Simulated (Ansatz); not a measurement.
Something may be wrong with this Ansatz 0.2.0 calculation of MgS.

File input.yaml:

```yaml
crystal:
  lattice:
    - [4.0346224068, 0.0, 0.0]
    - [-2.0173112034, 3.494085499, 0.0]
    - [0.0, 0.0, 6.43229418]
  atoms:
    - { symbol: S, position: [0.6666666667, 0.3333333333, 0.87924415] }
    - { symbol: S, position: [0.3333333333, 0.6666666667, 0.37924415] }
    - { symbol: Mg, position: [0.3333333333, 0.6666666667, 0.99575485] }
    - { symbol: Mg, position: [0.6666666667, 0.3333333333, 0.49575485] }
hamiltonian:
  xc: pbesol
  pseudopotentials: { kind: paw }
kpoints:
  mp_grid: { grid: [8, 8, 4] }
scf:
  occupations: { method: fermi_dirac, width: 0.05 }
  max_iter: 100
output:
  forces: true
  stress: true
  eigenvalues: true
relax:
  f_tol: 0.01
  max_steps: 40
  cell: { stress_tol: 0.05 }
basis:
  ecutwfc: "520 ev"
```

Potentials or basis: Ansatz PAW.

Command:

```bash
$ ansatz run input.yaml --threads 2 --pin off --max-ram 5632MiB --backend cpu --events-out ev --progress --plain --runs-dir out
```

Output:

```text
Error: YAML parse error: error: line 28 column 12: unknown unit factor `ev` — a unit is read by its exact case: `eV` is a unit here, `ev` is not
  --> <input>:28:12
   |
26 |   cell: { stress_tol: 0.05 }
27 | basis:
28 |   ecutwfc: "520 ev"
   |            ^ unknown unit factor `ev` — a unit is read by its exact case: `eV` is a unit here, `ev` is not
```

Task: What happened, and what is wrong with the input?

Result: The input was rejected before any iteration. The input holds a flaw that was put in on purpose: a cutoff in the wrong unit (basis.ecutwfc = 520 ev).
